Suppose the band gap of a crystal must be corrected with an expensive hybrid functional. It is tempting to compute the correction at one point in k space and to lift all empty levels by that one amount, a recipe known as the scissor. For hexagonal diamond, the recipe is good for the size of the gap but unsafe for the order of levels that lie close together. The empty levels rise by about 1.9 eV against the filled edge, and this lift varies by about a tenth of an eV from state to state. The filled levels spread downwards by roughly 5% of their depth.

Hexagonal diamond (P6_3/mmc, 4 atoms per cell), computed with ABINIT 10.8.3 using PBE, PseudoDojo NC SR PBE v0.4.1 standard potentials, a plane-wave cutoff of 1115.67 eV and an unshifted 7×7×4 k mesh. Start levels are PBE; corrected levels come from one shot of B3LYP on the PBE orbitals. Each column of levels counts from its own highest filled level.

| row | state k a (reciprocal cell vector) | state k b (reciprocal cell vector) | state k c (reciprocal cell vector) | state band | state start level (eV) | state corrected level (eV) | state weight z |
| --- | --- | --- | --- | --- | --- | --- | --- |
| 1 | 0.000 | 0.000 | 0.000 | top filled | 0.000 | 0.000 | 1.00000 |
| 2 | 0.000 | 0.000 | 0.000 | first empty | 4.794 | 6.633 | 1.00000 |
| 3 | 0.143 | 0.000 | 0.000 | top filled | -0.802 | -0.841 | 1.00000 |
| 4 | 0.143 | 0.000 | 0.000 | first empty | 4.954 | 6.781 | 1.00000 |
| 5 | 0.286 | 0.000 | 0.000 | top filled | -2.143 | -2.267 | 1.00000 |
| 6 | 0.286 | 0.000 | 0.000 | first empty | 4.683 | 6.510 | 1.00000 |
| 7 | 0.429 | 0.000 | 0.000 | top filled | -2.975 | -3.155 | 1.00000 |
| 8 | 0.429 | 0.000 | 0.000 | first empty | 4.339 | 6.186 | 1.00000 |
| 9 | 0.143 | 0.143 | 0.000 | top filled | -2.416 | -2.519 | 1.00000 |
| 10 | 0.143 | 0.143 | 0.000 | first empty | 6.108 | 8.036 | 1.00000 |
| 11 | 0.286 | 0.143 | 0.000 | top filled | -3.964 | -4.184 | 1.00000 |
| 12 | 0.286 | 0.143 | 0.000 | first empty | 5.589 | 7.507 | 1.00000 |
| 13 | 0.429 | 0.143 | 0.000 | top filled | -4.469 | -4.729 | 1.00000 |
| 14 | 0.429 | 0.143 | 0.000 | first empty | 5.229 | 7.149 | 1.00000 |
| 15 | 0.286 | 0.286 | 0.000 | top filled | -6.216 | -6.512 | 1.00000 |
| 16 | 0.286 | 0.286 | 0.000 | first empty | 3.837 | 5.721 | 1.00000 |
| 17 | 0.000 | 0.000 | 0.250 | top filled | -0.719 | -0.741 | 1.00000 |
| 18 | 0.000 | 0.000 | 0.250 | first empty | 5.581 | 7.452 | 1.00000 |
| 19 | 0.143 | 0.000 | 0.250 | top filled | -1.520 | -1.584 | 1.00000 |
| 20 | 0.143 | 0.000 | 0.250 | first empty | 5.342 | 7.188 | 1.00000 |
| 21 | 0.286 | 0.000 | 0.250 | top filled | -2.868 | -3.018 | 1.00000 |
| 22 | 0.286 | 0.000 | 0.250 | first empty | 4.804 | 6.631 | 1.00000 |
| 23 | 0.429 | 0.000 | 0.250 | top filled | -3.704 | -3.912 | 1.00000 |
| 24 | 0.429 | 0.000 | 0.250 | first empty | 4.664 | 6.520 | 1.00000 |
| 25 | 0.143 | 0.143 | 0.250 | top filled | -2.810 | -2.945 | 1.00000 |
| 26 | 0.143 | 0.143 | 0.250 | first empty | 6.303 | 8.169 | 1.00000 |
| 27 | 0.286 | 0.143 | 0.250 | top filled | -3.703 | -3.901 | 1.00000 |
| 28 | 0.286 | 0.143 | 0.250 | first empty | 6.293 | 8.199 | 1.00000 |
| 29 | 0.429 | 0.143 | 0.250 | top filled | -4.605 | -4.841 | 1.00000 |
| 30 | 0.429 | 0.143 | 0.250 | first empty | 6.278 | 8.207 | 1.00000 |
| 31 | 0.286 | 0.286 | 0.250 | top filled | -4.757 | -5.026 | 1.00000 |
| 32 | 0.286 | 0.286 | 0.250 | first empty | 5.591 | 7.530 | 1.00000 |

The state start level is the PBE energy, and the state corrected level follows when the PBE potential is replaced by that of B3LYP while the orbitals stay as they were. I call the second less the first the shift of a state; for an empty level it is the lift. Both columns count from their own highest filled level, so a shift is always relative to that edge. The table therefore shows how far the two groups of levels move apart, but not which of them moves in absolute terms.

The main cause of the lift is well understood. B3LYP mixes in 20% of exact exchange, which PBE lacks. With fixed orbitals, the change of a level is simply the average of the change in potential over its orbital $\psi$:

$$D=\langle\psi|V_{\mathrm{B3LYP}}-V_{\mathrm{PBE}}|\psi\rangle .$$

The shift in the table is this $D$ less the $D$ of the filled edge. The exact-exchange part of $D$ is, in atomic units,

$$-0.2\sum_j\iint\frac{\rho_j^*(\mathbf r)\,\rho_j(\mathbf r')}{|\mathbf r-\mathbf r'|}\,d\mathbf r\,d\mathbf r',\qquad \rho_j=\psi_j^*\psi ,$$

where $j$ runs over the filled orbitals of the same spin.

The product $\rho_j$ measures how well the orbital matches a filled one. A filled state has close relatives among the other filled states: the same band at a neighbouring k point has nearly the same form, so their product keeps one sign over long distances and the integral is large. An empty state belongs to other bands, and its products with the filled orbitals change sign within each cell and largely cancel at long range. Exact exchange thus lowers filled states more than empty ones. The PBE exchange that it partly replaces is one and the same local potential for every orbital and should separate the two groups much less, so the gap opens. No energy-dependent screening enters this potential, which is why the state weight z is 1 in every row.

The same reasoning suggests why the filled levels spread. In an electron gas, exchange binds the states at the bottom of the filled band more strongly than those at its top, because they are surrounded by more filled states of similar wave vector. Carried over to a crystal, this argues for a shift that grows with depth. The table agrees in the main: the deepest listed level, row 15, sinks by 0.30 eV, the most of all. The growth isn't strict, however, since row 9 lies deeper than row 5 and sinks less.

These ideas give a simple smooth model. Filled levels get a shift proportional to their start level $E$, which makes it zero at the edge, as the choice of zero demands. Empty levels get a constant lift plus a term proportional to $E$. Fitted to all 32 rows, the model gives a filled stretch of 0.053 eV per eV of depth, and for the empty levels

$$\text{lift}\approx 1.713\ \mathrm{eV}+0.031\,E .$$

Row 16, the lowest empty level of the table, shows how this works. Its start level is 3.837 eV, so the line gives $1.713+0.031\times3.837=1.832$ eV. The calculation gives $5.721-3.837=1.884$ eV, about 0.05 eV more, although this row was part of the fit. The error is only 3% of the lift, but it is far larger than the printing of the levels to a thousandth of an eV could produce.

Row 16 is not alone. Rows 14 and 32 lie about 0.04 and 0.05 eV above the line, and rows 4 and 26 lie about 0.04 eV below it. Among the filled levels, row 15 stands out most, sinking about 0.03 eV less than its depth would suggest. The full output of the fits is printed after this text.

Such misses might only mean that a straight line is too stiff. Three rows show that the trouble goes deeper. In PBE, the empty levels of rows 26, 28 and 30 lie within 0.025 eV of each other, with row 26 on top. After the correction their order is exactly reversed, and row 26 lies 0.038 eV below row 30. A corrected level that rose steadily with the start level, along a line or a curve, would have kept the order.

A pair of rows makes the same point. The empty levels of rows 18 and 32 start only 0.010 eV apart and end 0.078 eV apart. A curve drawn through both would have to climb so steeply between them that it would no longer deserve the name smooth. Two states can have practically the same energy and still respond differently to the same change of potential.

The formula for $D$ explains why this is allowed. It contains the orbital and its products with the filled orbitals, but the energy of the state appears nowhere in it. Energy works as a guide only as far as states of similar energy also have similar shapes. Along one band this often holds over a short stretch of k space. Between distant k points it may fail, because two orbitals can reach the same energy with different shares of kinetic and potential energy and with their weight in different parts of the cell.

If shape is what counts, the place in k space might serve better than the energy, since orbitals change their form as the k point moves. The rows support this. Points with $k_b=0$ (the column state k b) lie in the plane that holds Γ, M and the c axis, and there the empty levels are lifted by 1.84 eV on average. Elsewhere the mean lift is about 0.07 eV larger. A model with just this step in place of the slope has a typical error of 0.02 eV for the empty levels, against 0.03 eV for the energy line.

The step should be read as a description, because the grouping was chosen after looking at the rows. Row 26 already spoils it: the point lies outside the plane, yet its level is lifted slightly less than that of row 18 inside it. My guess is that the lowest empty orbital has a different character in the two regions, with row 26 closer to the character found in the plane. Plots of these orbitals, or their overlaps with the filled ones, would decide the matter.

The breaks are also small enough for the numerical settings to matter. Exact exchange reaches far through the crystal, so its sum over k points settles slowly as the mesh is refined, and neither mesh nor cutoff was tested for convergence here. A finer calculation could move the common lift as well as the differences of a few hundredths of an eV, and with these differences the new order of rows 26, 28 and 30. The argument that equal energies need not bring equal shifts doesn't depend on those digits, but the size of each break does.

For the practical choice, the fair test is to carry the lift from Γ to the other end of the indirect gap. At Γ the first empty level rises by 1.839 eV. Added to the start level of row 16, this predicts a gap of $3.837+1.839=5.676$ eV, less than 1% below the computed 5.721 eV. Band structures of hexagonal diamond place the conduction minimum at K, which the mesh misses, so both the PBE and the corrected indirect gap should lie somewhat above what the same two methods would give at K itself; row 16 is merely the nearest point.

For the empty levels and the indirect gap, the one-point scissor is therefore sound when an error of 0.1 eV is acceptable, for that is the largest it makes for any empty level in the table. It leaves the filled levels where they are, though, and so misses their sinking of up to 0.30 eV; direct gaps away from Γ suffer from this. It should not be used to decide which of two empty levels is lower when they lie within about 0.1 eV of each other. In such a case each level needs its own correction, on a mesh tested for the purpose. Two states can safely share a correction when their orbitals are alike, and a similar energy alone is weak evidence of that.

Numerical output:

```
smallest lift of an empty level (eV): 1.827
largest lift of an empty level (eV): 1.939
mean lift of the empty levels (eV): 1.877
scatter of the lifts about their mean (eV): 0.0408
largest sinking of a filled level (eV): -0.296
fit of shift on 32 rows: coefficient of empty 1.713 +/- 0.05, coefficient of stretchf 0.05285 +/- 0.002, coefficient of stretche 0.031 +/- 0.0094; rms 0.0257, worst 32 -0.0523, leave-one-out rms 0.0299
fit of shift on 32 rows: coefficient of empty 1.842 +/- 0.0067, coefficient of stretchf 0.05285 +/- 0.0014, coefficient of off 0.06875 +/- 0.0094; rms 0.0179, worst 26 0.0452, leave-one-out rms 0.0203
rms miss of energy line, empty levels (eV): 0.03258
rms miss of k-space step, empty levels (eV): 0.01947
rms miss of energy line, filled levels (eV): 0.01623
row 15, computed shift less energy line (eV): 0.03249
row 16, computed shift less energy line (eV): 0.05168
row 26, computed shift less energy line (eV): -0.04276
row 32, computed shift less energy line (eV): 0.05231
row 26, computed shift less k-space step (eV): -0.04525
row 26 less row 30, PBE (eV): 0.025
row 26 less row 30, corrected (eV): -0.038
row 32 less row 18, PBE (eV): 0.01
row 32 less row 18, corrected (eV): 0.078
lift of row 2, direct gap at Gamma (eV): 1.839
lift of row 16, indirect gap on this mesh (eV): 1.884
lift of row 16 less lift of row 2 (eV): 0.045
```
